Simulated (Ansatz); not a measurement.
# Al: the cost of one run

Computed with Ansatz 0.2.0 (DFT PBE+D3(BJ), scalar-relativistic, plane waves, PAW, unless a step's input says otherwise).

2 further runs of the same task are left out: 2 set aside as unsound or not needed.

**1. The starting structure**

The structure is hexagonal, space group P6_3/mmc (No. 194). Conventional cell: a = 2.817 Å, b = 2.817 Å, c = 4.637 Å, α = 90.00°, β = 90.00°, γ = 120.00°. Around Al (site symmetry -6m2) lie 12 Al at 2.82 to 2.83 Å.

As a file:

```
CELL_PARAMETERS angstrom
2.81697 0.00000 0.00000
-1.40848 2.43957 0.00000
0.00000 0.00000 4.63660
ATOMIC_POSITIONS crystal
Al 0.66667 0.33333 0.75000
Al 0.33333 0.66667 0.25000
```

It goes back to an entry of the Materials Project, which need not be the stable form.

It is the result of an earlier relaxation at this level (volume 15.93 Å³/atom; gap on the mesh: none (metal)).

**2. Relaxing at 3 GPa**

What is minimised here is the enthalpy; the energy can go up as the cell is squeezed.

The input, input.yaml:

```yaml
crystal:
  lattice:
    - [2.8169679872, 0.0, 0.0]
    - [-1.4084839936, 2.4395658386, 0.0]
    - [0.0, 0.0, 4.6365971923]
  atoms:
    - { symbol: Al, position: [0.6666666667, 0.3333333333, 0.75] }
    - { symbol: Al, position: [0.3333333333, 0.6666666667, 0.25] }
basis:
  ecutwfc: 420
kpoints:
  mp_grid: { grid: [18, 18, 10] }
hamiltonian:
  xc: pbe
  dispersion: d3bj
scf:
  occupations: { method: fermi_dirac, width: 0.15 }
output:
  forces: true
  stress: true
  eigenvalues: true
  write_density: true
  write_potential: true
  elf: true
  volumetric_format: npy
relax:
  adjacent_minimum: "off"
  f_tol: 0.001
  max_steps: 60
  cell: { stress_tol: 0.02, p_target: 3.0 }
```

Started as:

```
$ ansatz run input.yaml --threads 1 --pin off --max-ram 3072MiB --backend cpu --events-out ev --progress --plain --runs-dir out
```

Q: Estimate wall time and peak memory on 1 thread of Intel Xeon Platinum 8488C (Sapphire Rapids), shared host.

About 16 s, with a peak of 0.45 GiB.
